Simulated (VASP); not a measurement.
# Ag: relaxation of cell and atoms with PBE

Crystal: Ag.

```
Ag
1.0
     0.00000    2.04275    2.04275
     2.04275    0.00000    2.04275
     2.04275    2.04275    0.00000
Ag
1
Direct
  0.00000 0.00000 0.00000
```

* Program: VASP 6.6.1
* Task: relaxation of cell and atoms
* Functional: PBE
* Potentials or basis: VASP PAW PBE potentials, release 64 (Ag)
* Cutoff: 600 eV
* k mesh: 11 × 11 × 11
* Occupations: fermi-dirac, width 0.05 eV
* Spin: no spin polarisation
* Further INCAR settings: ALGO = Normal; EDIFF = 1e-06; IBRION = 2; EDIFFG = -0.005; NSW = 40; ISIF = 3

The relaxed volume is 17.77 Å³/atom, the relaxed cell is a = 2.929 Å, b = 2.929 Å, c = 2.929 Å, α = 60.00°, β = 60.00°, γ = 60.00° and the space group after relaxing (to 0.05 Å) is Fm-3m (No. 225). The energy gained by relaxing is 9.1 meV/atom, the ionic steps are 3 and the pressure after relaxing is 0.0 GPa. The band gap on the k mesh is none (metal or under the smearing width).

The path:
```
step  energy change (eV)  largest force (eV/Å)  pressure (GPa)  volume (Å³)
   1              0.0000                0.0000            4.23        17.05
   2             -0.0066                0.0000           -1.90        18.18
   3             -0.0091                0.0000            0.01        17.77
```

Final structure:
```xyz
1
Lattice="0.0000 2.0712 2.0712 2.0712 0.0000 2.0712 2.0712 2.0712 0.0000" Properties=species:S:1:pos:R:3 pbc="T T T"
Ag    0.0000    0.0000    0.0000
```

Levels at points of the mesh, in eV from the Fermi level:
| k point | band 3 | band 4 | band 5 | band 6 | band 7 | band 8 | band 9 |
| --- | --- | --- | --- | --- | --- | --- | --- |
| (0.00, 0.00, 0.00) | -4.93 | -4.93 | -3.97 | -3.97 | 15.66 | 19.00 | 19.00 |

It took 31 s on 1 thread of AMD EPYC 7R43 64-Core Processor (Zen 3), with other jobs on the host, peak memory 0.12 GiB.

PBE usually gives volumes a little too large and moduli too small. Zero-point motion and thermal expansion aren't in these numbers.
